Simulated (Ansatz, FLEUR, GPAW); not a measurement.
# Equation of state of MgS under LDA

```xyz
2
Lattice="0.0000 2.8331 2.8331 2.8331 0.0000 2.8331 2.8331 2.8331 0.0000" Properties=species:S:1:pos:R:3 pbc="T T T"
S     1.4166    1.4166    1.4166
Mg    0.0000    0.0000    0.0000
```

The cell comes from a database or a generator and needn't be the stable form of this composition.

The cell was scaled at fixed shape and fractions and run with Ansatz, all-electron LAPW, scalar-relativistic; LDA, k mesh 8 × 8 × 8 on the cell of 2 atoms, fermi-dirac occupations of 0.05 eV, no spin polarisation, no spin-orbit coupling. Energies are those that the program minimises, any entropy of the smearing included.

```tsv
V (Å³/atom)	energy over the lowest row (meV/atom)
21.3758	2.38
21.8306	0.00
22.2854	1.31
22.7402	5.92
23.1950	?
23.6498	23.80
24.1046	36.49
```

Q: Fit the third-order Birch-Murnaghan form, give V0, B0 and B′, and predict the energy left open.

A: With y = (V0/V)^(2/3), E = E0 + (9 V0 B0/16) [(y - 1)³ B′ + (y - 1)² (6 - 4y)]. Least squares through the rows shown give V0 = 21.8893 Å³/atom, E0 = -0.03 meV, B0 = 61.53 GPa (1 eV/Å³ = 160.218 GPa) and B′ = 4.11, with a largest miss of 0.01 meV. At V = 23.1950 the form with these constants gives 13.52 meV; the run gave 13.52 meV an atom. Other set-ups at this level, from all their volumes (Å³/atom, GPa): FLEUR, all-electron, FLAPW: V0 21.877, B0 61.6; GPAW, the program's PAW data sets (release 1.2.1) made for this functional: V0 21.891, B0 61.55.

The cell is zinc-blende MgS, with each Mg tetrahedrally surrounded by S, and its LDA equilibrium volume is 21.8893 Å³/atom. The modest bulk modulus of 61.53 GPa fits an open, four-coordinate network of strongly polar bonds with a large, polarisable sulfide ion. Compression brings a rapid rise in closed-shell repulsion, while expansion weakens both this repulsion and the electrostatic attraction, so the lattice stiffens under pressure, as the positive B′ expresses.

The close agreement between the two all-electron codes and PAW suggests that basis and core treatment matter little here. It doesn't test the functional, whose usual overbinding would probably make the volume somewhat too small and the lattice too stiff. The correctly predicted open point supports the fit as an interpolation, but most of the volumes lie on the expanded side of the minimum, so the curve is a weaker guide to strong compression. Bulk MgS normally adopts the denser, six-coordinate rock-salt structure, and a transition pressure would need that phase's energy curve as well.
